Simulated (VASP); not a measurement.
Wanted: the native input for a VASP 6.6.1 run.

```
Task                   : single point
Functional             : RPBE
Potentials or basis    : VASP PAW PBE potentials, release 54 (Cd, S)
Cutoff                 : 520 eV
k mesh                 : 8 × 8 × 8
Occupations            : gaussian, width 0.1 eV
Spin                   : no spin polarisation
Further INCAR settings : ALGO = Normal; EDIFF = 1e-06
```

The structure of CdS lies in POSCAR:

```
CdS
1.0
    0.0000000000      2.7532440000      2.7532440000
    2.7532440000      0.0000000000      2.7532440000
    2.7532440000      2.7532440000      0.0000000000
Cd S
1 1
Direct
    0.0000000000      0.0000000000      0.0000000000
    0.5000000000      0.5000000000      0.5000000000
```

Measurements of this composition are mostly on another form, of space group No. 186.

These files were run (other wordings do the same):

INCAR

```
  PREC = Accurate
  ENCUT = 520
  EDIFF = 1E-6
  ISMEAR = 0
  SIGMA = 0.1
  LREAL = False
  LASPH = True
  NELM = 80
  ALGO = Normal
  ISIF = 2
  LWAVE = False
  LCHARG = True
  GGA = RP
  LELF = True
  LVHAR = True
```

KPOINTS

```
Automatic mesh
0
Gamma
  8 8 8
```

Potentials or basis: VASP PAW PBE potentials, release 54 (Cd, S).

Run with:

```sh
$ cat potpaw_PBE.54/Cd/POTCAR potpaw_PBE.54/S/POTCAR > POTCAR
$ mpirun -np 1 vasp_std > vasp.out
```

It gave:

The pressure is 2.5 GPa. The band gap on the k mesh is 0.37 eV, indirect (least direct gap 1.66 eV).

Caveat: the PAW data sets were made with another functional, which shifts forces and pressure a little.

It took 16 s on 1 thread of Intel(R) Xeon(R) Platinum 8259CL CPU @ 2.50GHz (Skylake/Cascade Lake), with other jobs on the host, peak memory 0.17 GiB.
